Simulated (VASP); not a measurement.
**From VASP inputs to Ansatz: KI (rocksalt)**

INCAR

```
SIGMA = 0.01
LCHARG = .TRUE.
LELF = .TRUE.
NBANDS = 15
NELM = 120
EDIFF = 1E-7
IBRION = -1
GGA = PS
LWAVE = .FALSE.
NSW = 0
PREC = Accurate
ENCUT = 520
LASPH = .TRUE.
LREAL = .FALSE.
ISIF = 2
ISMEAR = 0
```

KPOINTS

```
KPOINTS created by Atomic Simulation Environment
0
Gamma
6 6 6
0 0 0
```

KPOINTS_OPT

```
special points
6
Reciprocal
0.0000000000 0.0000000000 0.0000000000 1
0.5000000000 0.0000000000 0.5000000000 1
0.5000000000 0.2500000000 0.7500000000 1
0.3750000000 0.3750000000 0.7500000000 1
0.5000000000 0.5000000000 0.5000000000 1
0.6250000000 0.2500000000 0.6250000000 1
```

POSCAR

```
K  I
 1.0000000000000000
    -0.0000000000000000    3.5442849964056475    3.5442849964056475
     3.5442849964056475   -0.0000000000000000    3.5442849964056475
     3.5442849964056475    3.5442849964056475   -0.0000000000000000
 K   I
   1   1
Cartesian
 -0.0000000000000000 -0.0000000000000000 -0.0000000000000000
  3.5442849964056471  3.5442849964056471  3.5442849964056471
```

VASP ran with the recommended PBE PAW datasets (16 valence electrons in the cell).

Task: Write an Ansatz input for this cell and level of theory.

Result: 

```yaml
crystal:
  lattice:
    - [0.0, 3.5442849964, 3.5442849964]
    - [3.5442849964, 0.0, 3.5442849964]
    - [3.5442849964, 3.5442849964, 0.0]
  atoms:
    - { symbol: K, position: [0.0, 0.0, 0.0] }
    - { symbol: I, position: [0.5, 0.5, 0.5] }
kpoints:
  mp_grid: { grid: [6, 6, 6] }
  band_path:
    path:
      - [0.0, 0.0, 0.0]
      - [0.5, 0.0, 0.5]
      - [0.5, 0.25, 0.75]
      - [0.375, 0.375, 0.75]
      - [0.5, 0.5, 0.5]
      - [0.625, 0.25, 0.625]
    npoints: 1
hamiltonian:
  xc: pbesol
scf:
  occupations: { method: fixed }
  n_extra_bands: 4
output:
  forces: true
  stress: true
  eigenvalues: true
```

Other inputs would serve too.

```csv
,VASP,Ansatz
gap between bands v and c,3.79 eV,3.80 eV
least direct gap,3.79 eV,3.80 eV
pressure,-0.4 GPa,-0.4 GPa
```

Each program uses its own PAW datasets. VASP's cell holds 16 valence electrons and Ansatz's 26. Ansatz's stress includes a Pulay correction; VASP's doesn't.
